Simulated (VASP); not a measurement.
# Zn (P6_3/mmc) in VASP: notebook, part 2 of 2

VASP 6.6.1.

## 3. Relaxation of cell and atoms, r2SCAN

This run uses another cell than the first one, of 14.49 Å³/atom, 0.945 times its volume.

File INCAR:

```
PREC     = Accurate       # precision mode
ENCUT    = 600            # plane-wave cutoff, eV
EDIFF    = 1E-7           # SCF threshold, eV
ISMEAR   = 1              # smearing method
SIGMA    = 0.1            # smearing width, eV
LREAL    = False          # projectors in reciprocal space
LASPH    = True           # aspherical terms in the spheres
NELM     = 80             # most SCF steps
ALGO     = Normal         # electronic algorithm
ISIF     = 3              # what is computed and relaxed
LWAVE    = False          # write WAVECAR
LCHARG   = False          # write CHGCAR
METAGGA  = R2SCAN         # meta-GGA
LMIXTAU  = True         
IBRION   = 2              # ionic algorithm
NSW      = 90             # ionic steps
EDIFFG   = -0.005         # ionic threshold
```

File KPOINTS:

```
regular mesh
0
Gamma
  21 21 9
```

File POSCAR:

```
Zn                                      
1.0
    2.6083575712      0.0000000000     -0.0000000000
   -1.3041787856      2.2589039188     -0.0000000000
    0.0000000000     -0.0000000000      4.9181207245
  Zn            
     2
Direct
     0.3333333332999970    0.6666666667000030    0.2500000000000000
     0.6666666667000030    0.3333333332999970    0.7500000000000000
```

Potentials or basis: VASP PAW PBE potentials, release 64 (Zn).

The run is started by

```sh
> cat potpaw_PBE.64/Zn/POTCAR > POTCAR
> mpirun -np 1 vasp_std > vasp.out
```

OUTCAR:

```text
PREC = Accurate
   ENCUT = 600
   EDIFF = 1E-7
   ISMEAR = 1
   LREAL = False
   LASPH = True
   NELM = 80
   ISIF = 3
   METAGGA = R2SCAN
   IBRION = 2
   NSW = 90
   EDIFFG = -0.005

 ion  position               nearest neighbor table
   1  0.333  0.667  0.250-   2 2.88   2 2.88   2 2.88   2 2.88   2 2.88   2 2.88
   2  0.667  0.333  0.750-   1 2.88   1 2.88   1 2.88   1 2.88   1 2.88   1 2.88

  LATTYP: Found a hexagonal cell.
 ALAT       =     2.6083575712
 C/A-ratio  =     1.8855239706

  Lattice vectors:

 A1 = (   2.6083575712,   0.0000000000,   0.0000000000)
 A2 = (  -1.3041787856,   2.2589039188,   0.0000000000)
 A3 = (   0.0000000000,   0.0000000000,   4.9181207245)

Analysis of symmetry for initial positions (statically):
=====================================================================
 Subroutine PRICEL returns:
 Original cell was already a primitive cell.

 Routine SETGRP: Setting up the symmetry group for a
 hexagonal supercell.

 Subroutine GETGRP returns: Found 24 space group operations
 (whereof 12 operations were pure point group operations)
 out of a pool of 24 trial point group operations.

The static configuration has the point symmetry D_3d.
 The point group associated with its full space group is D_6h.

Analysis of symmetry for dynamics (positions and initial velocities):
=====================================================================
 Subroutine PRICEL returns:
 Original cell was already a primitive cell.

 Routine SETGRP: Setting up the symmetry group for a
 hexagonal supercell.

 Subroutine GETGRP returns: Found 24 space group operations
 (whereof 12 operations were pure point group operations)
 out of a pool of 24 trial point group operations.

The dynamic configuration has the point symmetry D_3d.
 The point group associated with its full space group is D_6h.

 Subroutine INISYM returns: Found 24 space group operations
 (whereof 12 operations are pure point group operations),
[... 117 lines left out ...]
  volume/ion in A,a.u.               =      14.49        97.78
  Fermi-wavevector in a.u.,A,eV,Ry     =   1.537413  2.905289 32.159258  2.363639
  Thomas-Fermi vector in A             =   2.643925
   LORBIT       =      0    0 simple, 1 ext, 2 COOP (PROOUT), +10 PAW based schemes
   METAGGA = R2SCAN    functional components
   LHFCALC =     F    Hartree Fock is set to
   AEXX    =    0.0000 exact exchange contribution
   IVDW    =     0    specifies the selected vdW correction
   LEPSILON=     F    determine dielectric tensor
   LRPA    =     F    only Hartree local field effects (RPA)
 conjugate gradient relaxation of ions
 non-spin polarized calculation
 Methfessel and Paxton  Order N= 1 SIGMA  =   0.10
  energy-cutoff  :      600.00
  volume of cell :       28.98
 maximum number of plane-waves:       981
 NGX is ok and might be reduce to    24
   NGX = 11   NGY = 11   NGZ = 19

 number of electron      24.0000015 magnetization

 Free energy of the ion-electron system (eV)
  ---------------------------------------------------
  ext. energy  EPLUGINS =         0.00000000
  ---------------------------------------------------
  free energy    TOTEN  =       -17.79854496 eV

  energy without entropy =      -17.79804919  energy(sigma->0) =      -17.79837970

 E-fermi :   3.2988     XC(G=0): -12.9184

 val. band max:        3.2887961399   @ k =   0.3333   0.1429   0.1111
 cond. band min:       3.3034131035   @ k =   0.2857   0.1429   0.0000
 fundamental gap:      0.0146169636
 Fermi energy:         3.2987608463

 k-point     1 :       0.0000    0.0000    0.0000
  band No.  band energies     occupation
      1      -7.9419      2.00000
      2      -5.9125      2.00000
      3      -5.0834      2.00000
      4      -4.7996      2.00000
      5      -4.7995      2.00000
      6      -4.7472      2.00000
[... 433 lines left out ...]
      3      -5.0147      2.00000
      4      -4.9435      2.00000
      5      -4.9118      2.00000
      6      -4.7188      2.00000
[... 8 lines left out ...]
     15      14.4240      0.00000
     16      17.5818      0.00000

 [... further k-points ...]

------------------------ aborting loop because EDIFF is reached ----------------------------------------

  FORCE on cell =-STRESS in cart. coord.  units (eV):
  Direction    XX          YY          ZZ          XY          YZ          ZX
  --------------------------------------------------------------------------------------
  -------------------------------------------------------------------------------------
  Total       -0.0081344     -0.0081344      0.0085533      0.0000000     -0.0000000      0.0000000
  in kB       -0.4497500     -0.4497500      0.4729122      0.0000000     -0.0000000      0.0000000
  external PRESSURE =      -0.1421960 kB  Pullay stress =       0.0000000 kB

 VOLUME and BASIS-vectors are now :
 -----------------------------------------------------------------------------
  energy-cutoff  :      600.00
  volume of cell :       28.98
      direct lattice vectors                 reciprocal lattice vectors
     2.608357571  0.000000000  0.000000000     0.383383019  0.221346289  0.000000000
    -1.304178786  2.258903919  0.000000000     0.000000000  0.442692578  0.000000000
     0.000000000  0.000000000  4.918120724     0.000000000  0.000000000  0.203329698

 POSITION                                       TOTAL-FORCE (eV/Angst)
 -----------------------------------------------------------------------------------
     -0.00000      1.50594      1.22953         0.000000     -0.000000      0.000000
      1.30418      0.75297      3.68859        -0.000000      0.000000      0.000000
 -----------------------------------------------------------------------------------
    total drift:                               -0.000000      0.000000      0.000000

  FREE ENERGIE OF THE ION-ELECTRON SYSTEM (eV)
  ---------------------------------------------------
  free  energy   TOTEN  =       -17.7985449599 eV

  energy  without entropy=      -17.7980491935  energy(sigma->0) =      -17.79837970

 reached required accuracy - stopping structural energy minimisation
```

CONTCAR:

```text
Zn
   1.00000000000000
     2.6083575712000000    0.0000000000000000    0.0000000000000000
    -1.3041787856000000    2.2589039188000002    0.0000000000000000
     0.0000000000000000    0.0000000000000000    4.9181207244999996
  Zn
     2
Direct
     0.3333333332999970    0.6666666667000030    0.2500000000000000
     0.6666666667000030    0.3333333332999970    0.7500000000000000

  0.00000000E+00  0.00000000E+00  0.00000000E+00
  0.00000000E+00  0.00000000E+00  0.00000000E+00
```

It took 5.5 min on 1 thread of Intel Xeon Platinum 8488C (Sapphire Rapids), shared host; peak memory 0.25 GiB.

What came out:

```
Free energy             : -17.7985 eV
Pressure after relaxing : 0.0 GPa
Band gap on the k mesh  : none (metal or under the smearing width)
```

Final structure:
```yaml
crystal:
  lattice:
    - [2.60836, 0.00000, 0.00000]
    - [-1.30418, 2.25890, 0.00000]
    - [0.00000, 0.00000, 4.91812]
  atoms:
    - { symbol: Zn, position: [0.33333, 0.66667, 0.25000] }
    - { symbol: Zn, position: [0.66667, 0.33333, 0.75000] }
```

Levels at points of the mesh, in eV from the Fermi level:
```
           k point  band 10  band 11  band 12  band 13  band 14  band 15
(0.00, 0.00, 0.00)    -7.45    -7.45    -4.09    -3.25    14.30    18.02
```

Caveat: the relaxation stopped at its first step, so nothing moved; the PAW data sets were made with another functional, which shifts forces and pressure a little.

## 4. Relaxation of cell and atoms, PBEsol

File INCAR:

```
ALGO = Normal
EDIFF = 1E-6
EDIFFG = -0.01
ENCUT = 600
GGA = PS
IBRION = 2
ISIF = 3
ISMEAR = 1
LASPH = T
LCHARG = F
LREAL = F
LWAVE = F
NELM = 80
NSW = 90
PREC = Accurate
SIGMA = 0.1
```

File KPOINTS:

```
k-points
0
Gamma
  21 21 9
```

File POSCAR:

```
Zn
1.0
    2.6700000000      0.0000000000      0.0000000000
   -1.3350000000      2.3122878281      0.0000000000
    0.0000000000      0.0000000000      4.9660000000
Zn
2
Direct
    0.3333333333      0.6666666667      0.2500000000
    0.6666666667      0.3333333333      0.7500000000
```

The run is started by

```sh
> cat potpaw_PBE.64/Zn/POTCAR > POTCAR
> mpirun -np 1 vasp_std > vasp.out
```

Wall time 2.6 min (1 thread of Intel Xeon 6975P-C (Granite Rapids), shared host); peak memory 0.26 GiB.

It converged, with:

| Property | Result |
| --- | --- |
| Free energy | -3.1676 eV |
| Relaxed volume | 14.32 Å³/atom |
| Relaxed cell | a = 2.601 Å, b = 2.601 Å, c = 4.886 Å, α = 90.00°, β = 90.00°, γ = 120.00° |
| Space group after relaxing (to 0.05 Å) | P6_3/mmc (No. 194) |
| Energy gained by relaxing | 20.7 meV/atom |
| Ionic steps | 8 |
| Pressure after relaxing | -0.1 GPa |
| Band gap on the k mesh | none (metal or under the smearing width) |

The path:
| step | energy change (eV) | largest force (eV/Å) | pressure (GPa) | volume (Å³) |
| --- | --- | --- | --- | --- |
| 1 | 0.0000 | 0.0000 | -5.60 | 30.66 |
| 2 | -0.0403 | 0.0000 | 0.74 | 28.34 |
| 3 | -0.0412 | 0.0000 | 0.06 | 28.59 |
| 4 | -0.0413 | 0.0000 | -0.03 | 28.63 |
| 5 | -0.0412 | 0.0000 | -0.17 | 28.67 |
| 6 | -0.0413 | 0.0000 | -0.02 | 28.65 |
| 7 | -0.0413 | 0.0000 | -0.08 | 28.64 |
| 8 | -0.0413 | 0.0000 | -0.06 | 28.63 |

Final structure:
```
CELL_PARAMETERS angstrom
2.60138 0.00000 0.00000
-1.30069 2.25286 0.00000
0.00000 0.00000 4.88551
ATOMIC_POSITIONS crystal
Zn 0.33333 0.66667 0.25000
Zn 0.66667 0.33333 0.75000
```

Levels at points of the mesh, in eV from the Fermi level:
| k point | band 8 | band 9 | band 10 | band 11 | band 12 | band 13 | band 14 | band 15 | band 16 |
| --- | --- | --- | --- | --- | --- | --- | --- | --- | --- |
| (0.00, 0.00, 0.00) | -7.37 | -7.37 | -7.15 | -7.15 | -4.00 | -3.11 | 13.77 | 17.56 | 18.47 |

Caveat: the PAW data sets were made with another functional, which shifts forces and pressure a little.

## 5. Relaxation of cell and atoms, PBEsol

This run uses another cell than the first one, of 14.32 Å³/atom, 0.934 times its volume.

INCAR, as its differences from that of step 4:

```diff
@@ -1,4 +1,4 @@
 ALGO = Normal
-EDIFF = 1E-6
-EDIFFG = -0.01
+EDIFF = 1E-7
+EDIFFG = -0.005
 ENCUT = 600
```

KPOINTS is that of step 4.

File POSCAR:

```
Zn                                      
1.0
    2.6013825307      0.0000000000     -0.0000000000
   -1.3006912653      2.2528633565     -0.0000000000
   -0.0000000000     -0.0000000000      4.8855105842
  Zn            
     2
Direct
     0.3333333332999970    0.6666666667000030    0.2500000000000000
     0.6666666667000030    0.3333333332999970    0.7500000000000000
```

The run is started by

```sh
> cat potpaw_PBE.64/Zn/POTCAR > POTCAR
> mpirun -np 1 vasp_std > vasp.out
```

Run time: 2.3 min. Hardware: 1 thread of Intel Xeon 6975P-C (Granite Rapids), shared host; peak memory 0.25 GiB.

The run converged. Its results:

* Free energy: -3.1667 eV
* Relaxed volume: 14.29 Å³/atom
* Relaxed cell: a = 2.601 Å, b = 2.601 Å, c = 4.877 Å, α = 90.00°, β = 90.00°, γ = 120.00°
* Space group after relaxing (to 0.05 Å): P6_3/mmc (No. 194)
* Energy gained by relaxing: 0.0 meV/atom
* Ionic steps: 7
* Pressure after relaxing: 0.0 GPa
* Band gap on the k mesh: none (metal or under the smearing width)

Final structure:
```
Zn
1.0
     2.60101    0.00000    0.00000
    -1.30050    2.25254    0.00000
     0.00000    0.00000    4.87698
Zn
2
Direct
  0.33333 0.66667 0.25000
  0.66667 0.33333 0.75000
```

Levels at points of the mesh, in eV from the Fermi level:
| k point | band 8 | band 9 | band 10 | band 11 | band 12 | band 13 | band 14 | band 15 | band 16 |
| --- | --- | --- | --- | --- | --- | --- | --- | --- | --- |
| (0.00, 0.00, 0.00) | -7.38 | -7.38 | -7.16 | -7.16 | -4.02 | -3.10 | 13.84 | 17.62 | 18.46 |

Caveat: the PAW data sets were made with another functional, which shifts forces and pressure a little.
